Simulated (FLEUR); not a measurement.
# Ge (Cmmm) in FLEUR: notebook

The runs below take Ge through band structure, equation of state, with LDA.

Everything below comes from runs of FLEUR MaX-R8.1 (later development tree). Logs are shortened: lines on timing, memory, paths and dates and some standing lists are left out, and cuts for length are marked.

## (1) Starting point

The structure is orthorhombic, space group Cmmm (No. 65). Conventional cell: a = 2.794 Å, b = 5.201 Å, c = 2.698 Å, α = 90.00°, β = 90.00°, γ = 90.00°. Around Ge (site symmetry mmm) lie 8 Ge at 2.70 to 2.95 Å.

This isn't the form of Ge at room conditions, which is diamond.

## (2) Band structure, LDA

Input file inp.xml:

```xml
<?xml version="1.0" encoding="UTF-8" standalone="no"?>
<fleurInput fleurInputVersion="0.39">
   <comment>
      Ge                                                                                                  
   </comment>
   <calculationSetup>
      <cutoffs Kmax="4.15" Gmax="12.9" GmaxXC="12.9" numbands="0"/>
      <scfLoop itmax="60" minDistance="0.00001" maxIterBroyd="15" imix="Anderson" alpha="0.05" precondParam="0.0" spinf="2.0" sdNocoIR="T"/>
      <coreElectrons ctail="T" frcor="F" kcrel="0" coretail_lmax="0"/>
      <xcFunctional name="vwn" relativisticCorrections="F"/>
      <magnetism jspins="1"/>
      <soc l_soc="F" theta="0.0" phi="0.0" spav="F"/>
      <expertModes spex="0" secvar="F"/>
      <geometryOptimization l_f="F" forcealpha="1.0" forcemix="BFGS" epsdisp="0.00001" epsforce="0.00001"/>
      <ldaU l_linMix="F" mixParam="0.05" spinf="1.0"/>
   </calculationSetup>
   <cell>
      <bzIntegration valenceElectrons="22.0" mode="hist" fermiSmearingEnergy="0.00183747">
         <kPointListSelection listName="default-1"/>
         <!-- k-points included here -->
         <xi:include xmlns:xi="http://www.w3.org/2001/XInclude" href="kpts.xml"> </xi:include>
      </bzIntegration>
      <!-- symmetry operations included here -->
      <xi:include xmlns:xi="http://www.w3.org/2001/XInclude" href="sym.xml"> </xi:include>
      <bulkLattice scale="1.0">
         <bravaisMatrix>
            <row-1>    2.6402289652587654    -4.9142630226402932     0.0000000000000000</row-1>
            <row-2>    2.6402289652587654     4.9142630226402932     0.0000000000000000</row-2>
            <row-3>    0.0000000000000000     0.0000000000000000     5.0989176109055823</row-3>
         </bravaisMatrix>
      </bulkLattice>
   </cell>
   <atomSpecies>
      <species name="Germanium (Ge)" element="Ge" atomicNumber="32">
         <mtSphere radius="2.36" gridPoints="781" logIncrement="0.016"/>
         <atomicCutoffs lmax="9" lnonsphr="9"/>
         <electronConfig flipSpins="F">
            <coreConfig>(1s1/2) (2s1/2) (2p1/2) (2p3/2)</coreConfig>
            <valenceConfig>(3s1/2) (3p1/2) (3p3/2) (4s1/2) (3d3/2) (3d5/2) (4p1/2) (4p3/2)</valenceConfig>
            <stateOccupation state="(4p1/2)" spinUp="0.333333" spinDown="0.333333"/>
            <stateOccupation state="(4p3/2)" spinUp="0.666667" spinDown="0.666667"/>
         </electronConfig>
         <energyParameters s="4" p="4" d="3" f="4"/>
         <lo type="SCLO" l="0" n="3" eDeriv="0"/>
         <lo type="SCLO" l="1" n="3" eDeriv="0"/>
         <lo type="SCLO" l="1" n="3" eDeriv="1"/>
         <lo type="HELO" l="2" n="4" eDeriv="0"/>
         <lo type="HELO" l="2" n="4" eDeriv="1"/>
         <lo type="SCLO" l="3" n="4" eDeriv="2"/>
      </species>
   </atomSpecies>
   <atomGroups>
      <atomGroup species="Germanium (Ge)">
         <relPos label="                   1">1.000/2.000 1.000/2.000 .0000000000</relPos>
         <force calculate="T" relaxXYZ="TTT"/>
      </atomGroup>
   </atomGroups>
   <output dos="F" band="F" slice="F">
      <checks vchk="F" cdinf="F"/>
      <bandDOS minEnergy="-.5*Htr" maxEnergy="0.5*Htr" sigma="0.015" storeEVData="T"/>
      <vacuumDOS vacdos="F" integ="F" star="F" nstars="0" locx1="0.0" locy1="0.0" locx2="0.0" locy2="0.0" nstm="0" tworkf="0.0"/>
      <unfoldingBand unfoldBand="F" supercellX="1" supercellY="1" supercellZ="1"/>
      <plotting iplot="0" polar="F">
         <plot TwoD="T" vec1="  1.0  0.0  0.0" vec2="  0.0  1.0  0.0" vec3="  0.0  0.0  1.0" zero="  0.0  0.0  0.0" file="plot"/>
      </plotting>
      <chargeDensitySlicing numkpt="0" minEigenval="0.0" maxEigenval="0.0" nnne="0" pallst="F"/>
      <specialOutput eonly="F"/>
      <moessbauerParams electricFieldGradient="T" isomerShift="T" coreHyperfine="T" valenceHyperfine="T"/>
      <magneticCircularDichroism mcd="F" energyLo="-10.0" energyUp="0.0"/>
   </output>
  <!-- We include the file relax.xml here to enable relaxations (see documentation) -->
  <xi:include xmlns:xi="http://www.w3.org/2001/XInclude" href="relax.xml"> <xi:fallback/> </xi:include>
</fleurInput>
```

Input file crystal.txt:

```
Ge
&input cartesian=F /
1.3971490000  -2.6005160000  0.0000000000
1.3971490000  2.6005160000  0.0000000000
0.0000000000  0.0000000000  2.6982310000
1.8897261246
1.0 1.0 1.0

1
32 0.5000000000  0.5000000000  0.0000000000

&kpt div1=11 div2=11 div3=10 gamma=T /
```

Input file inp.xml (bands):

```
<?xml version="1.0" encoding="UTF-8" standalone="no"?>
<fleurInput fleurInputVersion="0.39">
   <comment>
      Ge                                                                                                  
   </comment>
   <calculationSetup>
      <cutoffs Kmax="4.15" Gmax="12.9" GmaxXC="12.9" numbands="0"/>
      <scfLoop itmax="60" minDistance="0.00001" maxIterBroyd="15" imix="Anderson" alpha="0.05" precondParam="0.0" spinf="2.0" sdNocoIR="T"/>
      <coreElectrons ctail="T" frcor="F" kcrel="0" coretail_lmax="0"/>
      <xcFunctional name="vwn" relativisticCorrections="F"/>
      <magnetism jspins="1"/>
      <soc l_soc="F" theta="0.0" phi="0.0" spav="F"/>
      <expertModes spex="0" secvar="F"/>
      <geometryOptimization l_f="F" forcealpha="1.0" forcemix="BFGS" epsdisp="0.00001" epsforce="0.00001"/>
      <ldaU l_linMix="F" mixParam="0.05" spinf="1.0"/>
   </calculationSetup>
   <cell>
      <bzIntegration valenceElectrons="22.0" mode="hist" fermiSmearingEnergy="0.00183747">
         <kPointListSelection listName="path-1"/>
         <!-- k-points included here -->
         <xi:include xmlns:xi="http://www.w3.org/2001/XInclude" href="kpts.xml"> </xi:include>
      </bzIntegration>
      <!-- symmetry operations included here -->
      <xi:include xmlns:xi="http://www.w3.org/2001/XInclude" href="sym.xml"> </xi:include>
      <bulkLattice scale="1.0">
         <bravaisMatrix>
            <row-1>    2.6402289652587654    -4.9142630226402932     0.0000000000000000</row-1>
            <row-2>    2.6402289652587654     4.9142630226402932     0.0000000000000000</row-2>
            <row-3>    0.0000000000000000     0.0000000000000000     5.0989176109055823</row-3>
         </bravaisMatrix>
      </bulkLattice>
   </cell>
   <atomSpecies>
      <species name="Germanium (Ge)" element="Ge" atomicNumber="32">
         <mtSphere radius="2.36" gridPoints="781" logIncrement="0.016"/>
         <atomicCutoffs lmax="9" lnonsphr="9"/>
         <electronConfig flipSpins="F">
            <coreConfig>(1s1/2) (2s1/2) (2p1/2) (2p3/2)</coreConfig>
            <valenceConfig>(3s1/2) (3p1/2) (3p3/2) (4s1/2) (3d3/2) (3d5/2) (4p1/2) (4p3/2)</valenceConfig>
            <stateOccupation state="(4p1/2)" spinUp="0.333333" spinDown="0.333333"/>
            <stateOccupation state="(4p3/2)" spinUp="0.666667" spinDown="0.666667"/>
         </electronConfig>
         <energyParameters s="4" p="4" d="3" f="4"/>
         <lo type="SCLO" l="0" n="3" eDeriv="0"/>
         <lo type="SCLO" l="1" n="3" eDeriv="0"/>
         <lo type="SCLO" l="1" n="3" eDeriv="1"/>
         <lo type="HELO" l="2" n="4" eDeriv="0"/>
         <lo type="HELO" l="2" n="4" eDeriv="1"/>
         <lo type="SCLO" l="3" n="4" eDeriv="2"/>
      </species>
   </atomSpecies>
   <atomGroups>
      <atomGroup species="Germanium (Ge)">
         <relPos label="                   1">1.000/2.000 1.000/2.000 .0000000000</relPos>
         <force calculate="T" relaxXYZ="TTT"/>
      </atomGroup>
   </atomGroups>
   <output dos="F" band="T" slice="F">
      <checks vchk="F" cdinf="F"/>
      <bandDOS minEnergy="-.5*Htr" maxEnergy="0.5*Htr" sigma="0.015" storeEVData="T"/>
      <vacuumDOS vacdos="F" integ="F" star="F" nstars="0" locx1="0.0" locy1="0.0" locx2="0.0" locy2="0.0" nstm="0" tworkf="0.0"/>
      <unfoldingBand unfoldBand="F" supercellX="1" supercellY="1" supercellZ="1"/>
      <plotting iplot="0" polar="F">
         <plot TwoD="T" vec1="  1.0  0.0  0.0" vec2="  0.0  1.0  0.0" vec3="  0.0  0.0  1.0" zero="  0.0  0.0  0.0" file="plot"/>
      </plotting>
      <chargeDensitySlicing numkpt="0" minEigenval="0.0" maxEigenval="0.0" nnne="0" pallst="F"/>
      <specialOutput eonly="F"/>
      <moessbauerParams electricFieldGradient="T" isomerShift="T" coreHyperfine="T" valenceHyperfine="T"/>
      <magneticCircularDichroism mcd="F" energyLo="-10.0" energyUp="0.0"/>
   </output>
  <!-- We include the file relax.xml here to enable relaxations (see documentation) -->
  <xi:include xmlns:xi="http://www.w3.org/2001/XInclude" href="relax.xml"> <xi:fallback/> </xi:include>
</fleurInput>
```

Potentials or basis: all-electron, FLAPW.

Launch:

```sh
$ inpgen -f crystal.txt -profile fastHighL
$ # inp.xml edited to the form shown
$ fleur_MPI
$ fleur_MPI   # second run, on inp.xml (bands)
```

Log:

```text
Welcome to FLEUR        (www.flapw.de)
      MaX-Release 8.1          (www.max-centre.eu)

 ========== k-point set info ==========
 Selected k-point list: default-1
 k-point list type: mesh
 11 x 11 x 10
 Number of k points: 216

 ------------Calculation Setup---------------------------
 Number of MPI-tasks      :            1
 Number of PE/node        :            1
 Number of OMP-threads    :            1
 Most efficient MPI parallelization for:
           1           2           3           4           6           8           9          12          18          24          27          36          54          72         108         216
 Additional eigenvalue parallelization possible
 Number of basis functions:          216
 Approximate size of matrices (H+S) per k-point:         0.001 GB
 --------------------------------------------------------
 Iteration:     1   Distance:       4.61549553 me/bohr^3
 Iteration:     2   Distance:       4.25328368 me/bohr^3
 Iteration:     3   Distance:       1.83042015 me/bohr^3
 Iteration:     4   Distance:       0.20608715 me/bohr^3
 Iteration:     5   Distance:       0.18674750 me/bohr^3
 Iteration:     6   Distance:       0.03059135 me/bohr^3
 Iteration:     7   Distance:       0.02298369 me/bohr^3
 Iteration:     8   Distance:       0.00303044 me/bohr^3
 Iteration:     9   Distance:       0.00050829 me/bohr^3
 Iteration:    10   Distance:       0.00044056 me/bohr^3
 Iteration:    11   Distance:       0.00001777 me/bohr^3
 Iteration:    12   Distance:       0.00001063 me/bohr^3
 Iteration:    13   Distance:       0.00000378 me/bohr^3

 ********************************************************************
 Run finished successfully
 Stop message:
   all done
 ********************************************************************
```

output (bands):

```text
Welcome to FLEUR        (www.flapw.de)
      MaX-Release 8.1          (www.max-centre.eu)

 ========== k-point set info ==========
 Selected k-point list: path-1
 k-point list type: path
 Number of k points: 60

 ------------Calculation Setup---------------------------
 Number of MPI-tasks      :            1
 Number of PE/node        :            1
 Number of OMP-threads    :            1
 Most efficient MPI parallelization for:
           1           2           3           4           5           6          10          12          15          20          30          60
 Additional eigenvalue parallelization possible
 Number of basis functions:          216
 Approximate size of matrices (H+S) per k-point:         0.001 GB
 --------------------------------------------------------
 Fermi energy correction for metals:
 Fermi energy in bands.* files may not be consistent with last density.
 Please correct it manually (e.g. in band.gnu file).

 Note: Band structure data (together with different weights) is also stored in the banddos.hdf file.
       A convenient way of extracting and plotting the data from that file is by making use of the

 ********************************************************************
 Run finished successfully
 Stop message:
   Charge density postprocessing done.
 ********************************************************************
```

out.xml (last iteration):

```text
<iteration numberForCurrentRun="   13" overallNumber="   13">
         <energyParameters units="Htr">
            <atomicEP atomType="1" spin="1" branch="4s" branchLowest="-5.72" branchHighest="0.69" value="-0.0638497449"/>
            <atomicEP atomType="1" spin="1" branch="4p" branchLowest="-3.80" branchHighest="1.32" value="0.1778457735"/>
            <atomicEP atomType="1" spin="1" branch="3d" branchLowest="-9.99" branchHighest="-0.63" value="-0.6366905907"/>
            <atomicEP atomType="1" spin="1" branch="4f" branchLowest="-9.99" branchHighest="3.17" value="0.5567057665"/>
            <loAtomicEP atomType="1" spin="1" branch="3s" branchLowest="-49.87" branchHighest="-5.72" value="-5.7207400364"/>
            <loAtomicEP atomType="1" spin="1" branch="3p" branchLowest="-43.57" branchHighest="-3.80" value="-3.7987588945"/>
            <loAtomicEP atomType="1" spin="1" branch="3p" branchLowest="-43.57" branchHighest="-3.80" value="-3.7987588945"/>
            <heloAtomicEP atomType="1" spin="1" branch="4d" branchLowest="1.84" branchHighest="1.84" value="1.8394660791"/>
            <heloAtomicEP atomType="1" spin="1" branch="4d" branchLowest="1.84" branchHighest="1.84" value="1.8394660791"/>
            <loAtomicEP atomType="1" spin="1" branch="4f" branchLowest="-9.99" branchHighest="3.17" value="0.5567078410"/>
         </energyParameters>
         <eigenvalues>
            <eigenvaluesAt spin="1" ikpt="1" k_x="0.00000000" k_y="0.00000000" k_z="0.00000000">
                      -5.7207480625       -3.7974805891       -3.7968685602       -3.7955034643       -0.6503421945
                      -0.6483015586       -0.6464391034       -0.6425845965       -0.6418773919       -0.2117675019
                       0.5039460657        0.5197530563        0.5746013565        0.6367925093        0.7213619539
                       0.8115137679        0.8122795648        0.8354546529
            </eigenvaluesAt>
            <eigenvaluesAt spin="1" ikpt="2" k_x="0.00000000" k_y="0.00000000" k_z="0.10000000">
                      -5.7207472822       -3.7974798605       -3.7968676910       -3.7955168195       -0.6496558980
                      -0.6482558986       -0.6464082723       -0.6428259980       -0.6421069234       -0.2045418256
                       0.4176530459        0.5265836479        0.5814477985        0.7053060825        0.7461873293
                       0.8180479648        0.8287318646        0.8424238526
            </eigenvaluesAt>
            <eigenvaluesAt spin="1" ikpt="3" k_x="0.00000000" k_y="0.00000000" k_z="0.20000000">
[... 20 lines left out ...]
            <totalCharge value="22.0000000000"/>
         </valenceDensity>
         <coreStates atomType="     1" atomicNumber=" 32" spin="1" kinEnergy="   1814.2261334327" eigValSum="  -1164.2778049503" lostElectrons=" 0.000000">
            <state n="1" l="0" j="0.5" energy="-401.5306453692" weight="1.0000000000"/>
            <state n="2" l="0" j="0.5" energy="-49.8686055803" weight="1.0000000000"/>
            <state n="2" l="1" j="0.5" energy="-44.3591931172" weight="1.0000000000"/>
            <state n="2" l="1" j="1.5" energy="-43.1902292042" weight="2.0000000000"/>
         </coreStates>
         <allElectronCharges>
            <spinDependentCharge spin="1" total="32.0000000" interstitial="1.6553845" mtSpheres="30.3446155"/>
            <totalCharge value="32.0000000002"/>
         </allElectronCharges>
         <moessbauerParams unitsHFF="kG" unitsIS="e/bohr^3" unitsEFG="Htr/bohr^2">
            <coreIsomerShift atomType="1" isTotal="31298.75756">
               <shell n="1" l="0" isomerShift="28416.63431"/>
               <shell n="2" l="0" isomerShift="2856.98794"/>
               <shell n="2" l="1" isomerShift="25.13531"/>
            </coreIsomerShift>
            <isomerShift atomType="1" nucleusRadius="0.0000986" averageDensity="31771.26867"/>
            <electricFieldGradient atomType="1" VXX="0.08644" VYY="0.52644" VZZ="-0.61289" asymParam="0.71791">
            </electricFieldGradient>
         </moessbauerParams>
         <totalEnergy                                    value="    -2096.1801880759" units="Htr">
            <sumOfEigenvalues                            value="    -1204.6820375777">
               <coreElectrons value="-1164.2778049503"/>
               <valenceElectrons value="-40.4042326275"/>
            </sumOfEigenvalues>
            <densityCoulombPotentialIntegral value="-3242.1228436351"/>
            <densityEffectivePotentialIntegral value="-3343.8208813590"/>
            <chargeDenXCDenIntegral value="-76.7845108703"/>
            <FockExchangeEnergyValence value="0.0000000000"/>
            <FockExchangeEnergyCore value="0.0000000000"/>
            <atomTypeDependentContributions atomType="1">
               <electronNucleiInteractionDifferentMTs value="2522.7398481281"/>
               <MadelungTerm value="-14.7332510412"/>
            </atomTypeDependentContributions>
            <tkbTimesEntropy value="0.0001489710"/>
            <freeEnergy value="-2096.1803370469"/>
            <extrapolationTo0K value="-2096.1802625614"/>
         </totalEnergy>
         <densityConvergence units="me/bohr^3">
            <chargeDensity spin="1" distance="0.0000037822"/>
         </densityConvergence>
      </iteration>
```

Wall time 90 s (1 thread of Intel Xeon at 2.50GHz (Skylake/Cascade Lake), shared host); peak memory 0.06 GiB.

Results:

- Free energy: -57039.9728 eV
- Band gap along the path: none (metal or under the smearing width)
- Valence electrons inside the program's atomic spheres: Ge 20.34 (radii Ge 2.36 bohr)

Levels at the corners of the path, in eV from the Fermi level:
| point | band 9 | band 10 | band 11 | band 12 | band 13 | band 14 |
| --- | --- | --- | --- | --- | --- | --- |
| Γ | -24.54 | -12.83 | 6.64 | 7.07 | 8.56 | 10.26 |
| X | -24.58 | -7.08 | -3.47 | -2.92 | 10.93 | 16.66 |
| S | -24.56 | -7.83 | -5.21 | 3.44 | 7.57 | 10.44 |
| R | -24.47 | -3.74 | -2.18 | -1.54 | 3.78 | 6.26 |
| A | -24.48 | -2.88 | -0.97 | -0.44 | 0.17 | 5.39 |
| Z | -24.57 | -9.11 | -5.59 | 9.83 | 11.32 | 16.00 |
| Γ | -24.54 | -12.83 | 6.64 | 7.07 | 8.56 | 10.26 |
| Y | -24.55 | -8.68 | -5.42 | 5.20 | 9.24 | 9.79 |
| X1 | -24.58 | -7.08 | -3.47 | -2.92 | 10.93 | 16.66 |
| A1 | -24.48 | -2.88 | -0.97 | -0.44 | 0.17 | 5.39 |
| T | -24.49 | -4.69 | -2.34 | -2.18 | 3.39 | 8.02 |
| Y | -24.55 | -8.68 | -5.42 | 5.20 | 9.24 | 9.79 |
| Z | -24.57 | -9.11 | -5.59 | 9.83 | 11.32 | 16.00 |
| T | -24.49 | -4.69 | -2.34 | -2.18 | 3.39 | 8.02 |

Core levels (eV from the Fermi level):
| atom | levels |
| --- | --- |
| 1 Ge | 1s1/2 -10933.3, 2s1/2 -1364.1, 2p1/2 -1214.1, 2p3/2 -1182.3 |

## (3) Equation of state, LDA, 18.43 Å³/atom (volume scaled by 0.94)

Edit inp.xml of step 2 so:

```diff
@@ -6,3 +6,3 @@
    <calculationSetup>
-      <cutoffs Kmax="4.15" Gmax="12.9" GmaxXC="12.9" numbands="0"/>
+      <cutoffs Kmax="4.24" Gmax="13.2" GmaxXC="13.2" numbands="0"/>
       <scfLoop itmax="60" minDistance="0.00001" maxIterBroyd="15" imix="Anderson" alpha="0.05" precondParam="0.0" spinf="2.0" sdNocoIR="T"/>
@@ -24,3 +24,3 @@
       <xi:include xmlns:xi="http://www.w3.org/2001/XInclude" href="sym.xml"> </xi:include>
-      <bulkLattice scale="1.0">
+      <bulkLattice scale="0.9795861087">
          <bravaisMatrix>
@@ -34,3 +34,3 @@
       <species name="Germanium (Ge)" element="Ge" atomicNumber="32">
-         <mtSphere radius="2.36" gridPoints="781" logIncrement="0.016"/>
+         <mtSphere radius="2.31" gridPoints="781" logIncrement="0.016"/>
          <atomicCutoffs lmax="9" lnonsphr="9"/>
```

Potentials or basis: all-electron, FLAPW.

Launch:

```sh
$ inpgen -f crystal.txt -profile fastHighL
$ # inp.xml edited to the form shown
$ fleur_MPI
```

Run time: 97 s. Hardware: 1 thread of Intel Xeon at 2.50GHz (Skylake/Cascade Lake), shared host; peak memory 0.08 GiB.

It converged, with:

```
Free energy                                           : -57040.0006 eV
Band gap on the k mesh                                : none (metal or under the smearing width)
Valence electrons inside the program's atomic spheres : Ge 20.28 (radii Ge 2.31 bohr)
```

## (4) Equation of state, LDA, 18.82 Å³/atom (volume scaled by 0.96)

Edit inp.xml of step 3 so:

```diff
@@ -24,3 +24,3 @@
       <xi:include xmlns:xi="http://www.w3.org/2001/XInclude" href="sym.xml"> </xi:include>
-      <bulkLattice scale="0.9795861087">
+      <bulkLattice scale="0.9864848297">
          <bravaisMatrix>
```

Launch:

```sh
$ inpgen -f crystal.txt -profile fastHighL
$ # inp.xml edited to the form shown
$ fleur_MPI
```

Run time: 85 s. Hardware: 1 thread of Intel Xeon at 2.50GHz (Skylake/Cascade Lake), shared host; peak memory 0.09 GiB.

The run converged. Its results:

| Item | Value |
| --- | --- |
| Free energy | -57039.9944 eV |
| Band gap on the k mesh | none (metal or under the smearing width) |
| Valence electrons inside the program's atomic spheres | Ge 20.26 (radii Ge 2.31 bohr) |

(Part 1 of 2 ends here.)
